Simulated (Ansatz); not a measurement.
One crystal and one scan (scan of one atom of the cell) at two levels, PBE (plane waves to 420 eV, PAW, scalar-relativistic; Ansatz, a quantum-chemistry and plane-wave program) and r2SCAN (plane waves to 500 eV, PAW, scalar-relativistic; Ansatz), each from its own relaxed cell and on its own mesh.

The crystal is CoPt (CuAu type, space group P4/mmm); one Pt atom of a 2-atom cell moves by s along Cartesian [110], with its periodic images.

E stands for the smeared free energy. CoPt was relaxed with its symmetry unable to fall. Relaxed CoPt ends ferromagnetic. Spin-orbit coupling is left out, though Pt is heavy. Other magnetic orders were not checked, so this need not be the ground state. (PBE) Relaxed CoPt ends ferromagnetic. (r2SCAN) On this mesh the relaxed cell isn't quite at rest: it carries a pressure of -0.2 GPa (compression positive) at the zero of the scan. (r2SCAN) Relaxed CoPt ends ferromagnetic. With partly filled bands, energies and forces of such displacements shift with the k mesh and the smearing. Both scans cover s from -0.530 to 0.530 Å.

```csv
quantity,run 1,run 2
Lattice constant a (Å),2.695,2.676
Lattice constant c (Å),3.724,3.728
Relaxed volume (Å³/atom),13.52,13.35
Magnetic moment of the relaxed cell (μB/cell),2.28,2.45
Energy at s = 0.530 Å (meV/cell),662,659
Force along the line at s = -0.530 Å (eV/Å),2.808,2.735
Force constant k = d²E/ds² at s = 0 (finite differences) (eV/Å²),3.84,4.11
Zone-centre optical wavenumber from k (cm⁻¹),152,157
```

Which run is which level?

Run 1 is PBE, run 2 is r2SCAN. PBE gives the higher value for: lattice constant a; relaxed volume; force along the line at s = -0.530 Å. PBE gives the lower value for: magnetic moment of the relaxed cell; force constant k = d²E/ds² at s = 0; zone-centre optical wavenumber from k. They agree on: lattice constant c (within 0.2 %); energy at s = 0.530 Å (within 1.5 %). Both give the same symmetry of the curve: even: the same for both signs.

(A displaced cell: forces are minus the slopes of the energy, force constants its curvatures, and phonons follow from these.)
